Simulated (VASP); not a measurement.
# PbS (R3m) in VASP: single point with r2SCAN

Aim: the single point of PbS with r2SCAN.

Program: VASP 6.6.1. These are calculated values, not measurements. Logs are shortened: lines on timing, memory, paths and dates and some standing lists are left out, and cuts for length are marked.

## 1. Starting point

It takes space group R3m (No. 160, trigonal). Conventional cell: a = 4.225 Å, b = 4.225 Å, c = 10.356 Å, α = 90.00°, β = 90.00°, γ = 120.00°. Around Pb (site symmetry 3m) lie 6 S at 2.96 to 3.02 Å. Around S (site symmetry 3m) lie 6 Pb at 2.96 to 3.02 Å.

The cell is a database's computed one.

## 2. Single point, r2SCAN

POSCAR reads:

```
PbS
1.0
    2.1126620222      1.2197459872      3.4519160000
   -2.1126620222      1.2197459872      3.4519160000
    0.0000000000     -2.4394919744      3.4519160000
Pb S
1 1
Direct
    0.9805660000      0.9805660000      0.9805660000
    0.4750360000      0.4750360000      0.4750360000
```

INCAR.step1 reads:

```
SYSTEM = PbS
  ALGO = Normal
  EDIFF = 1E-4
  ENCUT = 520
  GGA = PE
  ISMEAR = 0
  LASPH = .TRUE.
  LCHARG = .FALSE.
  LREAL = .FALSE.
  LWAVE = .TRUE.
  NBANDS = 17
  NELM = 100
  PREC = Accurate
  SIGMA = 0.02
```

INCAR.step2 reads:

```
SYSTEM = PbS
  ALGO = Normal
  EDIFF = 1E-7
  ENCUT = 520
  ISIF = 2
  ISMEAR = 0
  ISTART = 1
  LASPH = .TRUE.
  LCHARG = .FALSE.
  LMIXTAU = .TRUE.
  LREAL = .FALSE.
  LWAVE = .FALSE.
  METAGGA = R2SCAN
  NBANDS = 17
  NELM = 100
  PREC = Accurate
  SIGMA = 0.02
```

KPOINTS reads:

```
k-points
0
G
  12 12 12
  0 0 0
```

Potentials or basis: VASP PAW PBE potentials, release 64 (Pb_d, S).

Started as:

```console
cat potpaw_PBE.64/Pb_d/POTCAR potpaw_PBE.64/S/POTCAR > POTCAR
cp INCAR.step1 INCAR
mpirun -np 1 vasp_std > vasp.out
cp INCAR.step2 INCAR
mpirun -np 1 vasp_std > vasp.out
```

OUTCAR:

```text
SYSTEM = PbS
   EDIFF = 1E-7
   ENCUT = 520
   ISIF = 2
   ISMEAR = 0
   ISTART = 1
   LASPH = .TRUE.
   LREAL = .FALSE.
   METAGGA = R2SCAN
   NELM = 100
   PREC = Accurate

 ion  position               nearest neighbor table
   1  0.981  0.981  0.981-   2 2.96   2 2.96   2 2.96   2 3.02   2 3.02   2 3.02
   2  0.475  0.475  0.475-   1 2.96   1 2.96   1 2.96   1 3.02   1 3.02   1 3.02

  LATTYP: Found a trigonal (rhomboedric) cell.
 ALAT       =     4.2269191102
 COS(alpha) =     0.5003772878

  Lattice vectors:

 A1 = (   2.1126620222,   1.2197459872,   3.4519160000)
 A2 = (  -2.1126620222,   1.2197459872,   3.4519160000)
 A3 = (   0.0000000000,  -2.4394919744,   3.4519160000)

Analysis of symmetry for initial positions (statically):
=====================================================================
 Subroutine PRICEL returns:
 Original cell was already a primitive cell.

 Routine SETGRP: Setting up the symmetry group for a
 trigonal (rhombohedral) supercell.

 Subroutine GETGRP returns: Found  6 space group operations
 (whereof  6 operations were pure point group operations)
 out of a pool of 12 trial point group operations.

The static configuration has the point symmetry C_3v.

Analysis of symmetry for dynamics (positions and initial velocities):
=====================================================================
 Subroutine PRICEL returns:
 Original cell was already a primitive cell.

 Routine SETGRP: Setting up the symmetry group for a
 trigonal (rhombohedral) supercell.

 Subroutine GETGRP returns: Found  6 space group operations
 (whereof  6 operations were pure point group operations)
 out of a pool of 12 trial point group operations.

The dynamic configuration has the point symmetry C_3v.

 Subroutine INISYM returns: Found  6 space group operations
 (whereof  6 operations are pure point group operations),
 and found     1 'primitive' translations

----------------------------------------------------------------------------------------

                                     Primitive cell

  volume of cell :      53.3717

  direct lattice vectors                    reciprocal lattice vectors
     2.112662022  1.219745987  3.451916000     0.236668239  0.136640471  0.096564729
    -2.112662022  1.219745987  3.451916000    -0.236668239  0.136640471  0.096564729
     0.000000000 -2.439491974  3.451916000     0.000000000 -0.273280943  0.096564729

  length of vectors
     4.226919110  4.226919110  4.226919110     0.289839991  0.289839991  0.289839991

[... 76 lines left out ...]
   LSORBIT =      F    spin-orbit coupling
   LASPH  =      T    aspherical Exc in radial PAW
   ENCUT  =  520.0 eV  38.22 Ry    6.18 a.u.   7.86  7.86  7.86*2*pi/ulx,y,z
   NELM   =    100;   NELMIN=  2; NELMDL=  0     # of ELM steps
   EDIFF  = 0.1E-06   stopping-criterion for ELM
   LREAL  =      F    real-space projection
   EDIFFG = 0.1E-05   stopping-criterion for IOM
   NSW    =      0    number of steps for IOM
   IBRION =     -1    ionic relax: 0-MD 1-quasi-New 2-CG
   NFREE  =      0    steps in history (QN), initial steepest desc. (CG)
   ISIF   =      2    stress and relaxation
   ISYM   =      2    0-nonsym 1-usesym 2-fastsym
   POTIM  = 0.5000    time-step for ionic-motion
   TEBEG  =    0.0;   TEEND  =   0.0 temperature during run
   PSTRESS=    0.0 pullay stress
   NELECT =      20.0000    total number of electrons
   NUPDOWN=      -1.0000    fix difference up-down
   EMIN   =  10.00;   EMAX   =-10.00  energy-range for DOS
   EFERMI =   0.00;   METHOD = LEGACY
   ISMEAR =     0;   SIGMA  =   0.02  broadening in eV -4-tet -1-fermi 0-gaus
   EFERMI_NEDOS =   21; number of points for ismear=-14 and -15
   IALGO  =     38    algorithm
   IMIX   =      4    mixing-type and parameters
     AMIX     =   0.40;   BMIX     =  1.00
     AMIX_MAG =   1.60;   BMIX_MAG =  1.00
  volume/ion in A,a.u.               =      26.69       180.08
  Fermi-wavevector in a.u.,A,eV,Ry     =   1.180270  2.230386 18.953408  1.393036
  Thomas-Fermi vector in A             =   2.316565
   LORBIT       =      0    0 simple, 1 ext, 2 COOP (PROOUT), +10 PAW based schemes
   METAGGA = R2SCAN    functional components
   LHFCALC =     F    Hartree Fock is set to
   AEXX    =    0.0000 exact exchange contribution
   IVDW    =     0    specifies the selected vdW correction
   LEPSILON=     F    determine dielectric tensor
   LRPA    =     F    only Hartree local field effects (RPA)
 non-spin polarized calculation
 Gauss-broadening in eV      SIGMA  =   0.02
  energy-cutoff  :      520.00
  volume of cell :       53.37
 maximum number of plane-waves:      1459
   NGX = 15   NGY = 15   NGZ = 15

 number of electron      20.0000002 magnetization

 Free energy of the ion-electron system (eV)
  ---------------------------------------------------
  ext. energy  EPLUGINS =         0.00000000
  ---------------------------------------------------
  free energy    TOTEN  =       -65.61150618 eV

  energy without entropy =      -65.61150618  energy(sigma->0) =      -65.61150618

 E-fermi :   5.4661     XC(G=0): -10.1396

 val. band max:        5.3761017788   @ k =   0.5000   0.0000  -0.0000
 cond. band min:       6.0937414583   @ k =   0.5000   0.0000  -0.0000
 fundamental gap:      0.7176396796
 Fermi energy:         5.4660642321

 k-point     1 :       0.0000    0.0000    0.0000
  band No.  band energies     occupation
      1     -12.0122      2.00000
      2     -12.0117      2.00000
      3     -12.0117      2.00000
      4     -11.9956      2.00000
      5     -11.9956      2.00000
      6      -8.6066      2.00000
[... 457 lines left out ...]
      4     -11.9786      2.00000
      5     -11.9691      2.00000
      6      -7.2815      2.00000
[... 9 lines left out ...]
     16      15.4937      0.00000
     17      17.4231      0.00000

 [... further k-points ...]
[... 5 lines left out ...]
  --------------------------------------------------------------------------------------
  -------------------------------------------------------------------------------------
  Total       -0.0136843     -0.0136843     -0.0056734      0.0000000     -0.0000000      0.0000000
  in kB       -0.4107926     -0.4107926     -0.1703112      0.0000000     -0.0000000      0.0000000
  external PRESSURE =      -0.3306322 kB  Pullay stress =       0.0000000 kB

 VOLUME and BASIS-vectors are now :
 -----------------------------------------------------------------------------
  energy-cutoff  :      520.00
  volume of cell :       53.37
      direct lattice vectors                 reciprocal lattice vectors
     2.112662022  1.219745987  3.451916000     0.236668239  0.136640471  0.096564729
    -2.112662022  1.219745987  3.451916000    -0.236668239  0.136640471  0.096564729
     0.000000000 -2.439491974  3.451916000     0.000000000 -0.273280943  0.096564729

 POSITION                                       TOTAL-FORCE (eV/Angst)
 -----------------------------------------------------------------------------------
      0.00000      0.00000     10.15449         0.000000      0.000000     -0.013425
      0.00000      0.00000      4.91935         0.000000     -0.000000      0.013425
 -----------------------------------------------------------------------------------
    total drift:                               -0.000000     -0.000000     -0.000021

  FREE ENERGIE OF THE ION-ELECTRON SYSTEM (eV)
  ---------------------------------------------------
  free  energy   TOTEN  =       -65.6115061826 eV

  energy  without entropy=      -65.6115061826  energy(sigma->0) =      -65.61150618
```

OUTCAR.step1:

```text
SYSTEM = PbS
   EDIFF = 1E-4
   ENCUT = 520
   GGA = PE
   ISMEAR = 0
   LASPH = .TRUE.
   LREAL = .FALSE.
[... 702 lines left out ...]
      0.00000      0.00000     10.15449         0.000000      0.000000     -0.021641
      0.00000      0.00000      4.91935         0.000000      0.000000      0.021641
 -----------------------------------------------------------------------------------
    total drift:                               -0.000000     -0.000000     -0.000268

  FREE ENERGIE OF THE ION-ELECTRON SYSTEM (eV)
  ---------------------------------------------------
  free  energy   TOTEN  =        -8.7664800300 eV

  energy  without entropy=       -8.7664800300  energy(sigma->0) =       -8.76648003
```

OSZICAR.step1:

```text
N       E                     dE             d eps       ncg     rms          rms(c)
DAV:   1     0.154492123057E+03    0.15449E+03   -0.93632E+03  6426   0.126E+03
DAV:   2     0.316628847054E+01   -0.15133E+03   -0.14567E+03  6774   0.313E+02
DAV:   3    -0.895067480637E+01   -0.12117E+02   -0.12020E+02  8341   0.918E+01
DAV:   4    -0.925787815995E+01   -0.30720E+00   -0.30688E+00  8308   0.160E+01
DAV:   5    -0.926875156104E+01   -0.10873E-01   -0.10873E-01  9490   0.296E+00    0.448E+00
DAV:   6    -0.876183487136E+01    0.50692E+00   -0.14529E+00  9904   0.802E+00    0.314E+00
DAV:   7    -0.876305667006E+01   -0.12218E-02   -0.14596E-01  7812   0.189E+00    0.183E+00
DAV:   8    -0.876685882088E+01   -0.38022E-02   -0.17271E-02  7553   0.140E+00    0.301E-01
DAV:   9    -0.876626637680E+01    0.59244E-03   -0.37146E-03 10226   0.523E-01    0.901E-02
DAV:  10    -0.876647301849E+01   -0.20664E-03   -0.39988E-04  7211   0.117E-01    0.608E-02
DAV:  11    -0.876648002999E+01   -0.70115E-05   -0.58346E-05  6529   0.858E-02
   1 F= -.87664800E+01 E0= -.87664800E+01  d E =-.452134E-17
```

Run time: 5.6 min. Hardware: 1 thread of AMD EPYC 9R45 (Zen 5), shared host; peak memory 0.27 GiB.

What came out:

* Free energy: -65.6115 eV
* Pressure: 0.0 GPa
* Largest force: 0.013 eV/Å
* Band gap on the k mesh: 0.72 eV, direct

Forces on the atoms (eV/Å):
```
Pb   0.000  0.000 -0.013
S    0.000  0.000  0.013
```

Caveat: the PAW data sets were made with another functional, which shifts forces and pressure a little; spin-orbit coupling is left out, which as a rule narrows the gap of such compounds by several tenths of an eV. A k mesh can miss the band edges.
